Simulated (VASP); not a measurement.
A run of VASP 6.6.1 is set up as follows.

Contents of INCAR:

```
SYSTEM = VSi23
PREC     = Accurate       ! precision mode
ENCUT    = 350            ! plane-wave cutoff, eV
EDIFF    = 1E-5           ! SCF threshold, eV
ISMEAR   = 0              ! smearing method
SIGMA    = 0.03           ! smearing width, eV
LREAL    = Auto         
LASPH    = .TRUE.         ! aspherical terms in the spheres
NELM     = 120            ! most SCF steps
ALGO     = Normal         ! electronic algorithm
ISIF     = 2              ! what is computed and relaxed
LWAVE    = .FALSE.        ! write WAVECAR
LCHARG   = .FALSE.        ! write CHGCAR
ISPIN    = 2              ! spin polarisation
MAGMOM   = 2 0 0 0 0 0 0 0 0 0 0 0 0 0 0 0 0 0 0 0 0 0 0 0 ! initial moments
LORBIT   = 11             ! projections on sites
NUPDOWN  = 2              ! fixed moment
LMAXMIX  = 4              ! l up to which the mixer works
LDAU     = .TRUE.         ! DFT+U
LDAUTYPE = 2            
LDAUL    = 2 -1           ! shell
LDAUU    = 3 0            ! U, eV
LDAUJ    = 0 0          
LDAUPRINT= 1            
GGA      = PS             ! functional
NBANDS   = 74             ! bands
NELECT   = 106.0
```

File KPOINTS:

```
regular mesh
0
G
  2 3 3
  0 0 0
```

The input POSCAR:

```
VSi23
1.0
    0.0000000000      8.1555000000      8.1555000000
    5.4370000000      0.0000000000      5.4370000000
    5.4370000000      5.4370000000      0.0000000000
V Si
1 23
Direct
    0.0000000000      0.0000000000      0.0000000000
    0.0000000000      0.0000000000      0.5000000000
    0.0000000000      0.5000000000      0.0000000000
    0.0000000000      0.5000000000      0.5000000000
    0.3333330000      0.0000000000      0.0000000000
    0.3333330000      0.0000000000      0.5000000000
    0.3333330000      0.5000000000      0.0000000000
    0.3333330000      0.5000000000      0.5000000000
    0.6666670000      0.0000000000      0.0000000000
    0.6666670000      0.0000000000      0.5000000000
    0.6666670000      0.5000000000      0.0000000000
    0.6666670000      0.5000000000      0.5000000000
    0.0833333333      0.1250000000      0.1250000000
    0.0833333333      0.1250000000      0.6250000000
    0.0833333333      0.6250000000      0.1250000000
    0.0833333333      0.6250000000      0.6250000000
    0.4166663333      0.1250000000      0.1250000000
    0.4166663333      0.1250000000      0.6250000000
    0.4166663333      0.6250000000      0.1250000000
    0.4166663333      0.6250000000      0.6250000000
    0.7500003333      0.1250000000      0.1250000000
    0.7500003333      0.1250000000      0.6250000000
    0.7500003333      0.6250000000      0.1250000000
    0.7500003333      0.6250000000      0.6250000000
```

Potentials or basis: VASP PAW PBE potentials, release 64 (V_sv, Si).

Command:

```bash
$ cat potpaw_PBE.64/V_sv/POTCAR potpaw_PBE.64/Si/POTCAR > POTCAR
$ mpirun -np 1 vasp_std > vasp.out
```

Predict the largest force.

1.055 eV/Å.

Eigenvalues of the final occupation matrices:
```
    site  spin  trace               eigenvalues
site 1 d     1   2.59  0.35 0.38 0.38 0.74 0.74
site 1 d     2   0.59  0.02 0.02 0.18 0.19 0.19
```

Caveat: the cell is charged against a uniform background, so pressure and absolute levels hang on convention; the PAW data sets were made with another functional, which shifts forces and pressure a little; the total moment is fixed, so each spin has its own Fermi level; the U is typed as a test and isn't derived for this compound. The state reached can hang on the start; a lower one may exist.
